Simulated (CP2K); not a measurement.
**In: equation of state with r2SCAN**

In:

```xyz
1
Lattice="3.2606 0.0000 0.0000 -1.0869 3.0742 0.0000 -1.0869 -1.5371 2.6623" Properties=species:S:1:pos:R:3 pbc="T T T"
In    0.0000    0.0000    0.0000
```

This isn't the form of In at room conditions, which is tetragonal.

```json
{"Program": "CP2K 2026.2", "Task": "equation of state", "Functional": "r2SCAN", "Potentials or basis": "POTENTIAL_UZH In GTH-SCAN-q13; TZVP-MOLOPT-SCAN-GTH basis", "Density cutoff": "9184 eV", "k mesh": "10 × 10 × 10", "Occupations": "fermi-dirac, width 0.1 eV", "Spin": "no spin polarisation", "SCF solver": "diagonalisation with k points", "Quickstep method": "GPW", "EPS_DEFAULT": "1.0E-9", "EPS_SCF": "1.0E-6", "MAX_SCF": "100", "SCF_GUESS": "ATOMIC", "k points reduced by the point group": "yes", "Mesh centred on Gamma": "yes", "CHOLESKY": "OFF", "EPS_EIGVAL": "1.0E-7", "MIXING METHOD": "BROYDEN_MIXING", "MIXING ALPHA": "0.4", "NBUFFER": "8", "NGRIDS": "4", "Basis sets": "In TZVP-MOLOPT-SCAN-GTH-q13", "Potentials": "In GTH-SCAN-q13 of POTENTIAL_UZH", "ADDED_MOS": "[8]", "REL_CUTOFF (Ry)": "60 Ry", "MIXING BETA (1/bohr)": "1.5 1/bohr", "CUTOFF of the grids": "675 Ry"}
```

The equilibrium volume is 26.72 Å³/atom, the bulk modulus is 40 GPa and the pressure derivative of the bulk modulus is 5.6.

Energy against volume, from the lowest point:
| volume (Å³/atom) | energy (meV/atom) |
| --- | --- |
| 25.085 | 14.16 |
| 25.618 | 6.13 |
| 26.152 | 1.55 |
| 26.686 | 0.00 |
| 27.220 | 1.10 |
| 27.753 | 4.53 |
| 28.287 | 10.00 |

All runs of the series together: 25 min on 1 thread of AMD EPYC 7R32 (Zen 2) (shared host).

Caveat: the basis of atomic orbitals isn't converged, which shifts pressures, moduli and gaps.
